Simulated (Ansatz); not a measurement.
The system is SnSe.

```
Sn Se
1.0
     0.00000    3.01000    3.01000
     3.01000    0.00000    3.01000
     3.01000    3.01000    0.00000
Sn Se
1 1
Direct
  0.00000 0.00000 0.00000
  0.50000 0.50000 0.50000
```

Measurements of this composition are mostly on another form, of space group No. 62.

| Quantity | Value |
| --- | --- |
| Program | Ansatz 0.2.0 |
| Task | relaxation of cell and atoms |
| Functional | HSEsol |
| Potentials or basis | Ansatz PAW |
| Cutoff | 420 eV (not typed: the program's choice for these potentials) |
| k mesh | 4 × 4 × 4 |
| Occupations | fermi-dirac, width 0.05 eV |
| Spin | no spin polarisation |

At the start: volume 27.27 Å³/atom.

**Question.** How do energy, volume and symmetry change on relaxing?

**Answer.** It ends after 5 steps and the volume is 25.45 Å³/atom (-6.7 %); space group Fm-3m (No. 225, to 0.05 Å).

The path:
```
step  energy change (eV)  largest force (eV/Å)  volume (Å³)
   1              0.0000                0.0000        54.54
   2             -0.0339                0.0000        49.21
   3             -0.0446                0.0000        51.11
   4             -0.0448                0.0000        50.91
   5             -0.0440                0.0000        50.91
```

Final structure:
```yaml
crystal:
  lattice:
    - [0.00000, 2.94159, 2.94159]
    - [2.94159, 0.00000, 2.94159]
    - [2.94159, 2.94159, 0.00000]
  atoms:
    - { symbol: Sn, position: [0.00000, 0.00000, 0.00000] }
    - { symbol: Se, position: [0.50000, 0.50000, 0.50000] }
```

Caveat: the k mesh is coarse (spacing up to 0.45 Å⁻¹), so the values aren't converged, least of all with exact exchange; the plane-wave basis is chosen anew once the cell has moved, so the energies of steps on either side of that aren't comparable; the PAW data sets come from PBE, with cores solved anew for the run's functional, which leaves a small shift of forces and pressure.
